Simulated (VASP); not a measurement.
**Pd: single point with PBEsol**

Crystal: Pd.

```xyz
2
Lattice="2.7180 0.0000 0.0000 -1.3590 2.3538 0.0000 0.0000 0.0000 4.5622" Properties=species:S:1:pos:R:3 pbc="T T T"
Pd    0.0000    1.5692    1.1406
Pd    1.3590    0.7846    3.4217
```

This isn't the form of Pd at room conditions, which is fcc.

```
Program                : VASP 6.6.1
Task                   : single point
Functional             : PBEsol
Potentials or basis    : VASP PAW PBE potentials, release 64 (Pd)
Cutoff                 : 520 eV
k mesh                 : 27 × 27 × 14
Occupations            : gaussian, width 0.1 eV
Spin                   : no spin polarisation
Further INCAR settings : ALGO = Fast; EDIFF = 1e-06
```

- Pressure: 0.1 GPa
- Band gap on the k mesh: none (metal or under the smearing width)

Stress tensor (GPa, compression positive):
```
 0.11  0.00  0.00
 0.00  0.11  0.00
 0.00  0.00 -0.05
```

Levels at points of the mesh, in eV from the Fermi level:
```csv
k point,band 6,band 7,band 8,band 9,band 10,band 11,band 12,band 13,band 14
"(0.00, 0.00, 0.00)",-2.47,-2.47,-1.67,-1.67,-0.23,-0.23,0.66,6.93,17.15
"(0.00, 0.00, 0.50)",-2.85,-2.85,-2.85,-0.71,-0.71,-0.71,-0.71,13.96,13.96
```

Run time: 7.8 min on 1 thread of Intel(R) Xeon(R) Platinum 8259CL CPU @ 2.50GHz (Skylake/Cascade Lake), with other jobs on the host, peak memory 0.63 GiB.

Caveat: the PAW data sets were made with another functional, which shifts forces and pressure a little.
